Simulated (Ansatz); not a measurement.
A relaxed cell of LiF is given with its symmetry left out. The cell was reached from a generator's guess, though it ends in a space group that the Crystallography Open Database lists for this formula.

Computed with DFT PBE, scalar-relativistic, plane waves, PAW (Ansatz). Cutoff 420 eV, Γ-centred mesh, Gaussian smearing, no spin polarisation.

```
Li F
1.0
     0.00000    2.03401    2.03401
     2.03401    0.00000    2.03401
     2.03401    2.03401    0.00000
Li F
1 1
Direct
  0.00000 0.00000 0.00000
  0.50000 0.50000 0.50000
```

Formation energies are uncorrected and refer to the elements' standard structures at the same level (F₂ as a molecule).

Question: What space group does it have?

Answer: Fm-3m (No. 225), the rock salt type. Conventional cell: a = 4.068 Å. Li is surrounded by 6 F at 2.03 Å; around F lie 6 Li at 2.03 Å.

Question: What is its formation energy per atom?

Answer: −2.945 eV/atom. It lies below the elements, which doesn't yet make it stable against other compounds or structures.

Question: Is it a metal?

Answer: No, the gap on the 10×10×10 mesh is 8.83 eV.

The last run used a 10×10×10 mesh for its 2-atom cell and Gaussian smearing of 0.02 eV. Kohn–Sham gaps at this level usually fall short of measured ones. This cell was reached by moving the atoms of another relaxed cell at random and relaxing again, last within the group found; it had no such test of its own.
